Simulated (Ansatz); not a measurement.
Predict the output of the script below (the Python package of Ansatz (0.2.0)).

The script, `soc.py`:
```python
"""What spin-orbit coupling does to the bands of AgCl."""

import warnings

import ansatz as az


def main() -> None:
    warnings.simplefilter("ignore", az.DeckWarning)

    cell = (
        az.Lattice.from_parameters(3.433973, 3.433973, 3.433973, alpha=90.0, beta=90.0, gamma=90.0)
        .atom("Ag", [0.0, 0.0, 0.0])
        .atom("Cl", [0.5, 0.5, 0.5])
    )

    setup = (
        cell.calculation()
        .functional("LDA")
        .kpoints(6)
        .occupations("Fixed")
        .scf(tolerance=1e-10)
        .band_table()
    )
    for label, variant in (("scalar-relativistic", setup), ("spin-orbit", setup.spin(soc=True))):
        r = variant.run(threads=1).report
        zero = r["band_edges_ev"][0] if r.get("band_edges_ev") else r["fermi_energy_ev"]
        near = [round(e - zero, 3) for e in r["eigenvalues_ev"][0] if abs(e - zero) < 3]
        print(label)
        print("  band edges (eV):", [round(e, 3) for e in r.get("band_edges_ev") or []] or "none reported")
        print("  levels at k =", r["kpoints_frac"][0], "within 3 eV of the zero:", near)


if __name__ == "__main__":
    main()
```

Output of `python soc.py`:
```text
scalar-relativistic
  band edges (eV): [8.121, 8.394]
  levels at k = [0.0, 0.0, 0.0] within 3 eV of the zero: [-2.811, -2.811, -1.849, -1.849, -1.849, -1.515, -1.515, -1.515, 0.274]
RunWarning: iter 1: σ=0 fill of 26 bands saw a band overlap (occupied 8.5768 eV > unoccupied 8.2617 eV) — on an unconverged iterate often a transient of an unconverged empty band; one that stands at [...]
spin-orbit
  band edges (eV): [8.213, 8.396]
  levels at k = [0.0, 0.0, 0.0] within 3 eV of the zero: [-2.98, -2.98, -2.98, -2.98, -1.984, -1.984, -1.984, -1.984, -1.708, -1.708, -1.708, -1.708, -1.555, -1.555, -1.555, -1.555, 0.183, 0.183]
```
(Warnings from the package without file and line, shortened.)

Caveats:
- This cell is a computed structure, which may not be the phase found in nature.
- Levels are Kohn-Sham eigenvalues on this mesh.
- With spin-orbit coupling each level holds one electron and, with inversion or at time-reversal points, comes in pairs; a window in energy can cut a split set.
- The script silences the warnings on its input, which a real study should read.
- Finished in 4.5 s on 1 thread of Arm Neoverse V2 (shared host), peak memory 0.45 GiB.
